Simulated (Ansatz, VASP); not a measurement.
## Fe: VASP beside Ansatz

The input INCAR:

```
PREC = Accurate
ENCUT = 520
EDIFF = 1E-6
ISMEAR = -1
SIGMA = 0.05
LREAL = F
LASPH = T
NELM = 150
ALGO = Normal
ISIF = 2
LWAVE = F
LCHARG = F
ISPIN = 2
MAGMOM = 3
LORBIT = 11
LMAXMIX = 4
GGA = PS
NBANDS = 14
```

KPOINTS

```
Automatic mesh
0
Gamma
  13 13 13
```

File POSCAR:

```
Fe
1.0
    0.0000000000      1.9021012277      1.9249897192
    1.4678507246      0.0000000000      1.9249897192
    1.4678507246      1.9021012277      0.0000000000
Fe
1
Direct
    0.0000000000      0.0000000000      0.0000000000
```

input.yaml

```yaml
crystal:
  lattice:
    - [0.0, 1.9021012277, 1.9249897192]
    - [1.4678507246, 0.0, 1.9249897192]
    - [1.4678507246, 1.9021012277, 0.0]
  atoms:
    - { symbol: Fe, position: [0.0, 0.0, 0.0], spin: 3.0 }
hamiltonian:
  xc: pbesol
  pseudopotentials: { kind: paw }
magnetization:
  spin_polarized: true
kpoints:
  mp_grid: { grid: [13, 13, 13] }
scf:
  occupations: { method: fermi_dirac, width: 0.05 }
output:
  forces: true
  stress: true
  eigenvalues: true
```

Alike in both runs: task single point; functional PBEsol; k mesh 13 × 13 × 13; occupations fermi-dirac, width 0.05 eV; collinear spin.

```csv
,VASP,Ansatz
version,VASP 6.6.1,Ansatz 0.2.0
potentials or method,"VASP PAW PBE potentials, release 64 (Fe)",Ansatz PAW
plane-wave cutoff (eV),520,420
valence electrons in the cell,8,16
```

|  | VASP | Ansatz | Ansatz less VASP |
| --- | --- | --- | --- |
| gap on the k mesh at the Fermi level (eV) | none | none | - |
| pressure (GPa) | 1.5 | 1.6 | +0.13 |
| largest component of the traceless stress (GPa) | 7.29 | 7.39 | +0.098 |
| net moment per atom (μB) | 2.08 | 2.06 | -0.013 |
| size of the moment on the site where the two differ most (μB) | 2.06 | 2.09 | +0.030 |

Site moments also hang on the region over which each program counts them. A gap of «none» marks a metal or a gap that the smearing closes. The two sets of potentials don't hold the same shells in valence.

Caveats: the PAW data sets were made with another functional, which shifts forces and pressure a little (VASP); the PAW data sets come from PBE, with cores solved anew for the run's functional, which leaves a small shift of forces and pressure (Ansatz).
